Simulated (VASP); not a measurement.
# TiC: equation of state with r2SCAN

Crystal: TiC.

```xyz
2
Lattice="0.0000 2.1657 2.1657 2.1657 0.0000 2.1657 2.1657 2.1657 0.0000" Properties=species:S:1:pos:R:3 pbc="T T T"
Ti    0.0000    0.0000    0.0000
C     2.1657    2.1657    2.1657
```

The cell is a database's computed one.

- Program: VASP 6.6.1
- Task: equation of state
- Functional: r2SCAN
- Potentials or basis: VASP PAW PBE potentials, release 64 (Ti_sv, C)
- Cutoff: 520 eV
- k mesh: 10 × 10 × 10
- Occupations: fermi-dirac, width 0.05 eV
- Spin: no spin polarisation

| Property | Result |
| --- | --- |
| Equilibrium volume | 10.17 Å³/atom |
| Bulk modulus | 261 GPa |
| Pressure derivative of the bulk modulus | 3.9 (rough: it moves with the points fitted) |

Energy against volume, from the lowest point:
| volume (Å³/atom) | energy (meV/atom) |
| --- | --- |
| 9.752 | 15.34 |
| 9.955 | 3.99 |
| 10.158 | 0.00 |
| 10.361 | 2.67 |
| 10.564 | 11.38 |

All runs of the series together: 3.3 min on 1 thread of Intel(R) Xeon(R) Platinum 8488C (Sapphire Rapids), with other jobs on the host.

Caveat: the PAW data sets were made with another functional, which shifts forces and pressure a little.
